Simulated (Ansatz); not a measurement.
In doubt: masses and optical values from hybrid runs of this build are listed as unsure (in some of the runs), which bears on the screening that GW takes from such a start.

The crystal is SnSe2 (layers cut from the bulk crystal).

The cell holds 6 atoms: 4 Se and 2 Sn. Cell: a = 3.837 Å, b = 3.837 Å, c = 41.600 Å, α = 90.0°, β = 90.0°, γ = 120.0°. It derives from SnSe2. Regions: layer 1, 3 atoms (2 Se and 1 Sn); layer 2, 3 atoms (2 Se and 1 Sn). Vacuum lies along c.

```xyz
6
Lattice="3.8366 0.0000 0.0000 -1.9183 3.3226 0.0000 0.0000 0.0000 41.6000" Properties=species:S:1:pos:R:3
Se    0.0000    2.2150   16.2122
Sn    0.0000    0.0000   17.8062
Se    1.9183    1.1075   19.4010
Se    0.0000    2.2150   22.1990
Sn    0.0000    0.0000   23.7938
Se    1.9183    1.1075   25.3878
```

The structure was relaxed with PBE-D3(BJ). The runs that relaxed it are not among those shown.

Gaps computed with Ansatz 0.2.0 without a self-energy: HSE06 1.29 eV.

Question: Estimate the G0W0@HSE06 gap with 6×6×1 mesh, 293 empty bands, screening to 39 eV, PAW set soft_1 files.

About 1.69 eV: on its mesh the run moves the gap from 1.29 eV by +0.40 eV. Bands and cutoff are finite, so the gap is not at the basis limit. The miss can reach some tenths of an eV and take either sign; the mesh is an error of its own. Mesh or cutoff lie under what a gap needs, so these runs test behaviour and cost; their gaps are not to be quoted. The mesh in the plane is coarse for a sheet; gap and any exciton binding can still move on denser ones. The many-body steps are scalar-relativistic: spin-orbit coupling is not in them.

[Paths, hosts, dates, memory and timing lines, banners, echoed tables and standing remarks are left out of the program output.]

[Logs are printed without paths, hosts, clocks, repeated set-up lines and the standing remarks that a program may print on its own settings, such as how far it seeks lower states.]

[Runs of the session that timed out or met a known fault of the program may be left out.]

[Cells called generated may have been cut or substituted from an entry of the Crystallography Open Database or the Materials Project.]

[Hosts, paths, dates, database ids (printed as entryN), source tags and the programs' standing remarks are cut or masked in the printed files.]
